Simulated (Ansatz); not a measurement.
Runs of Ansatz 0.2.0 on CdSe. It takes space group Fm-3m (No. 225, cubic). Conventional cell: a = 5.748 Å, b = 5.748 Å, c = 5.748 Å, α = 90.00°, β = 90.00°, γ = 90.00°. Cd (site symmetry m-3m) is surrounded by 6 Se at 2.87 Å. Se (site symmetry m-3m) has 6 Cd at 2.87 Å as nearest neighbours. Measurements of this composition are mostly on another form, of space group No. 186.

| task | level | spin | cell | k mesh | points for each segment of the path | gap on the mesh (eV) | pressure (GPa) | relaxed volume (Å³/atom) |
| --- | --- | --- | --- | --- | --- | --- | --- | --- |
| relaxation of cell and atoms | PBEsol | off | relaxed | 8 × 8 × 8 | - | none | 0.0 | 22.29 |
| band structure | LDA | off | as given | 8 × 8 × 8 | 14 | none | -6.0 | - |
| relaxation of cell and atoms | LDA | off | relaxed | 8 × 8 × 8 | - | none | 0.0 | 21.54 |
| band structure | PBEsol | SOC, no magnetisation | as given | 6 × 6 × 6 | 14 | none | -3.8 | - |
| band structure | PBEsol | off | as given | 8 × 8 × 8 | 14 | none | -3.8 | - |
| band structure | LDA | SOC, no magnetisation | as given | 6 × 6 × 6 | 14 | none | (a) | - |
| relaxation of cell and atoms | RPBE | off | relaxed | 8 × 8 × 8 | - | none | 0.0 | 24.56 |
| band structure | revPBE | off | as given | 8 × 8 × 8 | 14 | none | (b) | - |
| band structure | RPBE | off | as given | 8 × 8 × 8 | 14 | none | 1.9 | - |

Alike in all rows: potentials or basis Ansatz PAW; cutoff (eV) 420; smearing fermi-dirac 0.05 eV.

Question: Estimate the missing entries.

Answer: (a) -5.9; (b) 1.3.

Caveats: the PAW data sets come from PBE, with cores solved anew for the run's functional, which leaves a small shift of forces and pressure; the plane-wave basis is chosen anew once the cell has moved, so the energies of steps on either side of that aren't comparable (some runs).

A k mesh can miss the band edges, and rows without SOC leave out spin-orbit coupling on Cd, Se.

A gap of «none» marks a metal or a gap under the smearing width.

Runs at the PBE level aren't shown here.
